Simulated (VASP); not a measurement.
# C4N (C2/m) in VASP: relaxation of cell and atoms with PBE

Aim: the relaxation of cell and atoms of C4N with PBE.

All numbers are computed with VASP 6.6.1; they aren't measurements. Logs are shortened: lines on timing, memory, paths and dates and some standing lists are left out, and cuts for length are marked.

## Step 1: Starting point

Symmetry: C2/m, No. 12, monoclinic system. Conventional cell: a = 4.041 Å, b = 2.859 Å, c = 3.248 Å, α = 90.00°, β = 108.86°, γ = 90.00°. Around C (site symmetry m) lie 4 C at 1.34 to 1.47 Å and 1 N at 1.47 Å. C (site symmetry m) has 1 N at 1.42 Å and 4 C at 1.43 to 1.47 Å as nearest neighbours. N (site symmetry 2/m) is surrounded by 4 C at 1.42 to 1.47 Å.

The cell was built by a generator and needn't be a form met in nature.

## Step 2: Relaxation of cell and atoms, PBE

Contents of INCAR:

```
PREC = Accurate
ENCUT = 600
EDIFF = 1E-7
ISMEAR = 0
SIGMA = 0.1
LREAL = F
LASPH = T
NELM = 100
ALGO = Fast
ISIF = 3
LWAVE = F
LCHARG = F
GGA = PE
IBRION = 2
NSW = 90
EDIFFG = -0.04
```

Contents of KPOINTS:

```
Automatic mesh
0
Gamma
  8 8 6
```

Contents of POSCAR:

```
C4N
1.0
    2.0205194000     -1.4293752500      0.0000000000
    2.0205194000      1.4293752500      0.0000000000
   -1.0496829900      0.0000000000      3.0734811200
C N
4 1
Direct
    0.1575000000      0.1575000000      0.6550000000
    0.8425000000      0.8425000000      0.3450000000
    0.6637000000      0.6637000000      0.6749999800
    0.3363000000      0.3363000000      0.3250000200
    0.5000000000      0.5000000000      0.0000000000
```

Potentials or basis: VASP PAW PBE potentials, release 64 (C, N).

On the command line:

```
cat potpaw_PBE.64/C/POTCAR potpaw_PBE.64/N/POTCAR > POTCAR
mpirun -np 1 vasp_std > vasp.out
```

OUTCAR:

```text
PREC = Accurate
   ENCUT = 600
   EDIFF = 1E-7
   ISMEAR = 0
   LREAL = F
   LASPH = T
   NELM = 100
   ISIF = 3
   GGA = PE
   IBRION = 2
   NSW = 90
   EDIFFG = -0.04

 ion  position               nearest neighbor table
   1  0.157  0.157  0.655-   2 1.34   3 1.43   3 1.43   5 1.47   4 1.47   4 1.99   4 1.99   3 2.02
                             2 2.03   2 2.03   3 2.03   4 2.06
   2  0.843  0.843  0.345-   1 1.34   4 1.43   4 1.43   5 1.47   3 1.47   3 1.99   3 1.99   4 2.02
                             1 2.03   1 2.03   4 2.03   3 2.06
   3  0.664  0.664  0.675-   5 1.42   1 1.43   1 1.43   4 1.44   2 1.47   2 1.99   2 1.99   1 2.02
                             1 2.03   2 2.06
   4  0.336  0.336  0.325-   5 1.42   2 1.43   2 1.43   3 1.44   1 1.47   1 1.99   1 1.99   2 2.02
                             2 2.03   1 2.06
   5  0.500  0.500  0.000-   3 1.42   4 1.42   1 1.47   2 1.47

  LATTYP: Found a base centered monoclinic cell.
 ALAT       =     4.0410388000
 B/A-ratio  =     0.7074296094
 C/A-ratio  =     0.8037010254
 COS(beta)  =    -0.3231994528

  Lattice vectors:

 A1 = (   2.0205194000,  -1.4293752500,   0.0000000000)
 A2 = (   2.0205194000,   1.4293752500,   0.0000000000)
 A3 = (  -1.0496829900,   0.0000000000,   3.0734811200)

Analysis of symmetry for initial positions (statically):
=====================================================================
 Subroutine PRICEL returns:
 Original cell was already a primitive cell.

 Routine SETGRP: Setting up the symmetry group for a
 base centered monoclinic supercell.

 Subroutine GETGRP returns: Found  4 space group operations
 (whereof  4 operations were pure point group operations)
 out of a pool of  4 trial point group operations.

The static configuration has the point symmetry C_2h.

Analysis of symmetry for dynamics (positions and initial velocities):
=====================================================================
 Subroutine PRICEL returns:
 Original cell was already a primitive cell.

 Routine SETGRP: Setting up the symmetry group for a
 base centered monoclinic supercell.

 Subroutine GETGRP returns: Found  4 space group operations
 (whereof  4 operations were pure point group operations)
 out of a pool of  4 trial point group operations.

The dynamic configuration has the point symmetry C_2h.

 Subroutine INISYM returns: Found  4 space group operations
 (whereof  4 operations are pure point group operations),
 and found     1 'primitive' translations

----------------------------------------------------------------------------------------

                                     Primitive cell
[... 87 lines left out ...]
 SYSTEM =  unknown system
   PREC   = accura    normal or accurate (medium, high low for compatibility)
   ISTART =      0    job   : 0-new  1-cont  2-samecut
   ICHARG =      2    charge: 1-file 2-atom 10-const
   ISPIN  =      1    spin polarized calculation?
   LNONCOLLINEAR =      F non collinear calculations
   LSORBIT =      F    spin-orbit coupling
   LASPH  =      T    aspherical Exc in radial PAW
   ENCUT  =  600.0 eV  44.10 Ry    6.64 a.u.   4.94  4.94  6.49*2*pi/ulx,y,z
   NELM   =    100;   NELMIN=  2; NELMDL= -5     # of ELM steps
   EDIFF  = 0.1E-06   stopping-criterion for ELM
   LREAL  =      F    real-space projection
   EDIFFG = -.4E-01   stopping-criterion for IOM
   NSW    =     90    number of steps for IOM
   IBRION =      2    ionic relax: 0-MD 1-quasi-New 2-CG
   NFREE  =      1    steps in history (QN), initial steepest desc. (CG)
   ISIF   =      3    stress and relaxation
   ISYM   =      2    0-nonsym 1-usesym 2-fastsym
   POTIM  = 0.5000    time-step for ionic-motion
   TEBEG  =    0.0;   TEEND  =   0.0 temperature during run
   PSTRESS=    0.0 pullay stress
   NELECT =      21.0000    total number of electrons
   NUPDOWN=      -1.0000    fix difference up-down
   EMIN   =  10.00;   EMAX   =-10.00  energy-range for DOS
   EFERMI =   0.00;   METHOD = LEGACY
   ISMEAR =     0;   SIGMA  =   0.10  broadening in eV -4-tet -1-fermi 0-gaus
   EFERMI_NEDOS =   21; number of points for ismear=-14 and -15
   IALGO  =     68    algorithm
   IMIX   =      4    mixing-type and parameters
     AMIX     =   0.40;   BMIX     =  1.00
     AMIX_MAG =   1.60;   BMIX_MAG =  1.00
  volume/ion in A,a.u.               =       3.55        23.96
  Fermi-wavevector in a.u.,A,eV,Ry     =   1.731376  3.271826 40.785665  2.997662
  Thomas-Fermi vector in A             =   2.805754
   LORBIT       =      0    0 simple, 1 ext, 2 COOP (PROOUT), +10 PAW based schemes
   GGA     = PE    functional components
   LHFCALC =     F    Hartree Fock is set to
   AEXX    =    0.0000 exact exchange contribution
   IVDW    =     0    specifies the selected vdW correction
   LEPSILON=     F    determine dielectric tensor
   LRPA    =     F    only Hartree local field effects (RPA)
 conjugate gradient relaxation of ions
 non-spin polarized calculation
 RMM-DIIS sequential band-by-band and
 Gauss-broadening in eV      SIGMA  =   0.10
  energy-cutoff  :      600.00
  volume of cell :       17.75
 maximum number of plane-waves:       606
   NGX =  9   NGY =  9   NGZ = 13

--------------------------------------- Ionic step        1  -------------------------------------------

 number of electron      20.9999999 magnetization

 Free energy of the ion-electron system (eV)
  ---------------------------------------------------
  ext. energy  EPLUGINS =         0.00000000
  ---------------------------------------------------
  free energy    TOTEN  =       -20.10477770 eV

  energy without entropy =      -20.09944038  energy(sigma->0) =      -20.10210904

 E-fermi :  19.6347     XC(G=0): -16.1852

 val. band max:       19.6307254513   @ k =   0.5000   0.1250   0.3333
 cond. band min:      19.6412225874   @ k =  -0.3750  -0.0000   0.1667
 fundamental gap:      0.0104971361
 Fermi energy:        19.6347410863
[... 935 lines left out ...]
  FREE ENERGIE OF THE ION-ELECTRON SYSTEM (eV)
  ---------------------------------------------------
  free  energy   TOTEN  =       -30.6772514169 eV

  energy  without entropy=      -30.6673329263  energy(sigma->0) =      -30.67229217

[... ionic steps 4 to 36 ...]

--------------------------------------- Ionic step       37  -------------------------------------------

 number of electron      21.0000003 magnetization

------------------------ aborting loop because EDIFF is reached ----------------------------------------
[... 73 lines left out ...]
--------------------------------------- Ionic step       39  -------------------------------------------

 number of electron      21.0000003 magnetization

 Free energy of the ion-electron system (eV)
  ---------------------------------------------------
  ext. energy  EPLUGINS =         0.00000000
  ---------------------------------------------------
  free energy    TOTEN  =       -39.11386880 eV

  energy without entropy =      -39.10401943  energy(sigma->0) =      -39.10894411

 E-fermi :   7.9074     XC(G=0): -12.2270

 val. band max:        7.8919481333   @ k =  -0.1250   0.2500   0.1667
 cond. band min:       7.9180311540   @ k =  -0.1250   0.1250   0.0000
 fundamental gap:      0.0260830207
 Fermi energy:         7.9073610618
[... 440 lines left out ...]
  FREE ENERGIE OF THE ION-ELECTRON SYSTEM (eV)
  ---------------------------------------------------
  free  energy   TOTEN  =       -39.1138687974 eV

  energy  without entropy=      -39.1040194316  energy(sigma->0) =      -39.10894411

 reached required accuracy - stopping structural energy minimisation
```

OSZICAR:

```text
N       E                     dE             d eps       ncg     rms          rms(c)
DAV:   1     0.982883934305E+02    0.98288E+02   -0.13936E+04  3192   0.171E+03
DAV:   2    -0.187797674827E+02   -0.11707E+03   -0.11447E+03  4304   0.339E+02
DAV:   3    -0.220507251361E+02   -0.32710E+01   -0.32302E+01  4050   0.566E+01
[... 453 lines left out ...]
RMM:   2    -0.391138851940E+02    0.40421E-04   -0.24248E-04  3192   0.151E-01    0.301E-02
RMM:   3    -0.391138682610E+02    0.16933E-04   -0.68133E-05  3251   0.666E-02    0.640E-03
RMM:   4    -0.391138687708E+02   -0.50979E-06   -0.92587E-06  3309   0.251E-02    0.421E-03
RMM:   5    -0.391138688136E+02   -0.42848E-07   -0.14883E-06  3290   0.988E-03    0.236E-03
RMM:   6    -0.391138687974E+02    0.16260E-07   -0.27198E-07  2209   0.454E-03
  39 F= -.39113869E+02 E0= -.39108944E+02  d E =-.398577E-03
```

CONTCAR:

```text
C4N
   1.00000000000000
     2.9563247586742234   -1.2887522765019872   -0.3215828876582456
     2.9563247586742234    1.2887522765019872   -0.3215828876582456
    -1.9634728094746201    0.0000000000000000    4.5297969795726107
  C               N
     4     1
Direct
     0.2976858717972004    0.2976858717972004    0.7161242067561319
     0.7023141282027995    0.7023141282027995    0.2838757932438684
     0.6381750371113609    0.6381750371113609    0.5658005275936939
     0.3618249628886396    0.3618249628886396    0.4341994724063057
     0.5000000000000000    0.5000000000000000    0.0000000000000000

  0.00000000E+00  0.00000000E+00  0.00000000E+00
  0.00000000E+00  0.00000000E+00  0.00000000E+00
  0.00000000E+00  0.00000000E+00  0.00000000E+00
  0.00000000E+00  0.00000000E+00  0.00000000E+00
  0.00000000E+00  0.00000000E+00  0.00000000E+00
```

It took 8.7 min on 1 thread of Intel Xeon Platinum 8488C (Sapphire Rapids), shared host; peak memory 0.16 GiB.

Results:

```
Free energy                            : -39.1139 eV
Relaxed volume                         : 6.58 Å³/atom
Relaxed cell                           : a = 3.241 Å, b = 3.241 Å, c = 4.937 Å, α = 116.99°, β = 116.99°, γ = 46.86°
Space group after relaxing (to 0.05 Å) : C2/m (No. 12)
Energy gained by relaxing              : 3801.8 meV/atom
Ionic steps                            : 39
Pressure after relaxing                : -0.1 GPa
Largest force after relaxing           : 0.028 eV/Å
Band gap on the k mesh                 : none (metal or under the smearing width)
```

Forces in eV/Å, atoms in the order of the input:
```
C    0.008  0.000 -0.027
C   -0.008  0.000  0.027
C   -0.023  0.000 -0.013
C    0.023  0.000  0.013
N    0.000  0.000  0.000
```

Stress tensor (GPa, compression positive):
```
 0.32  0.00  0.09
 0.00 -0.36  0.00
 0.09  0.00 -0.20
```

Step by step:
```
step  energy change (eV)  largest force (eV/Å)  pressure (GPa)  volume (Å³)
   1              0.0000                4.4699          429.03        17.75
   2             -3.4900                2.5979          -60.01        55.04
   3            -10.5725                5.0200          -10.25        31.20
   4            -10.6200                5.0055           -4.06        30.44
   5            -10.6376                4.9732            3.73        29.63
   6            -12.3071                3.1260            0.43        31.63
   7            -12.3075                3.1566            0.61        31.65
   8            -13.5090                5.0786            4.24        32.83
   9            -13.6111                6.2163            8.92        33.17
  10            -13.8399                6.8301            9.10        33.44
  11            -14.4497                9.1076           11.15        34.24
  12            -14.5927               13.5938           21.21        35.73
  13            -14.7428               12.0096           16.87        35.15
  14            -15.1124               11.5288           14.21        35.45
  15            -15.9633               10.0935            7.92        36.30
  16            -16.2089                8.5500            5.47        37.87
  17            -16.3590                9.2248            4.97        37.27
  18            -16.7246                8.0710            1.07        37.18
  19            -17.5478                4.6889           -8.38        36.90
  20            -18.0169                1.3370          -19.12        36.33
  21            -18.0356                0.8183          -18.04        36.41
  22            -18.1236                0.6285          -16.37        36.14
  23            -18.3457                0.5038          -10.73        35.31
  24            -18.5809                1.6618            3.85        33.65
  25            -18.5933                1.9479            8.46        33.22
  26            -18.7253                0.9601            6.34        33.00
  27            -18.8630                1.1976            4.33        32.49
  28            -18.8647                1.3678            4.29        32.42
  29            -18.9272                1.1160            1.74        32.48
  30            -18.9541                0.8151           -0.77        32.53
  31            -18.9735                0.4186            0.08        32.51
  32            -18.9824                0.4321            1.32        32.48
  33            -18.9903                0.2762            0.93        32.54
  34            -18.9985                0.4453           -0.16        32.70
  35            -19.0043                0.1926            0.16        32.75
  36            -19.0062                0.1208            0.49        32.79
  37            -19.0082                0.0505            0.47        32.82
  38            -19.0087                0.0930            0.46        32.85
  39            -19.0091                0.0279           -0.08        32.89
```

Final structure:
```
C N
1.0
     2.95632   -1.28875   -0.32158
     2.95632    1.28875   -0.32158
    -1.96347    0.00000    4.52980
C N
4 1
Direct
  0.29769 0.29769 0.71612
  0.70231 0.70231 0.28388
  0.63818 0.63818 0.56580
  0.36182 0.36182 0.43420
  0.50000 0.50000 0.00000
```

Caveat: the volume moved by over 15 % at a fixed basis, so the end points are rough.
